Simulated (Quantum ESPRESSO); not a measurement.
A run of Quantum ESPRESSO 7.5:

Contents of pw.in:

```
&CONTROL
  calculation = 'vc-relax'
  prefix = 'pwscf'
  outdir = './tmp'
  pseudo_dir = './pseudo'
  tprnfor = .true.
  tstress = .true.
  disk_io = 'low'
  nstep = 40
  forc_conv_thr = 0.0004
  etot_conv_thr = 1d-05
/
&SYSTEM
  ibrav = 0
  nat = 1
  ntyp = 1
  ecutwfc = 63
  ecutrho = 506
  nbnd = 16
  input_dft = 'pbesol'
  occupations = 'smearing'
  smearing = 'fd'
  degauss = 0.00367493
  nspin = 2
  starting_magnetization(1) = 0.2143
/
&ELECTRONS
  conv_thr = 2d-10
  electron_maxstep = 120
  mixing_beta = 0.3
/
&IONS
  ion_dynamics = 'bfgs'
/
&CELL
  cell_dynamics = 'bfgs'
  press = 0
  press_conv_thr = 0.3
/
ATOMIC_SPECIES
Cr    51.9961 cr_pbe_v1.5.uspp.F.UPF
CELL_PARAMETERS angstrom
  -1.4844496776    1.4844496776    1.4844496776
   1.4844496776   -1.4844496776    1.4844496776
   1.4844496776    1.4844496776   -1.4844496776
ATOMIC_POSITIONS crystal
Cr     0.0000000000    0.0000000000    0.0000000000
K_POINTS automatic
12 12 12 0 0 0
```

Potentials or basis: SSSP 1.3 efficiency PBE.

Run with:

```bash
$ OMP_NUM_THREADS=1 pw.x -in pw.in > pw.out
```

Hardware: 1 thread of Arm Neoverse N1, with other jobs on the host.

How long does it take, and how much memory?

Run time: 4 min on 1 thread of Arm Neoverse N1 (shared host), peak memory 0.12 GiB. Counts: scf iterations 61, k pools 1, bands 16, ion steps 5, k points 72, g dense 16949.
